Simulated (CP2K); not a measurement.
Crystal: ZrN.

```
Zr N
1.0
     3.25269    0.00000    0.00000
     1.62635    2.81691    0.00000
     1.62635    0.93897    2.65581
Zr N
1 1
Direct
  0.50000 0.50000 0.50000
  0.00000 0.00000 0.00000
```

* Program: CP2K 2026.2
* Task: single point
* Functional: PBE
* Potentials or basis: POTENTIAL_UZH Zr GTH-PBE-q12, N GTH-PBE-q5; TZVP-MOLOPT-PBE-GTH basis
* Density cutoff: 6123 eV
* k mesh: 10 × 10 × 10
* Occupations: fermi-dirac, width 0.05 eV
* Spin: no spin polarisation

On this cell: pressure 1.5 GPa; largest force zero by symmetry; band gap on the k mesh none (metal or under the smearing width).

The same run follows on a disturbed copy (atoms moved at random, drawn with an rms of 0.05 Å):

```
Zr N
1.0
     3.25269    0.00000    0.00000
     1.62635    2.81691    0.00000
     1.62635    0.93897    2.65581
Zr N
1 1
Direct
  0.49908 0.50418 0.49783
  0.00043 0.99544 0.00642
```

Task: What does the disturbed cell give?

Result: The energy (extrapolated to zero smearing) moves by +2.0 meV/atom; pressure 1.6 GPa; largest force 0.289 eV/Å; band gap on the k mesh none (metal or under the smearing width).

Forces in eV/Å, atoms in the order of the input:
```
Zr   0.041 -0.167  0.230
N   -0.041  0.168 -0.231
```

Stress tensor (GPa, compression positive):
```
 1.67 -0.01  0.02
-0.01  1.55 -0.02
 0.02 -0.02  1.57
```

Caveats: the basis of atomic orbitals isn't converged, which shifts pressures, moduli and gaps.
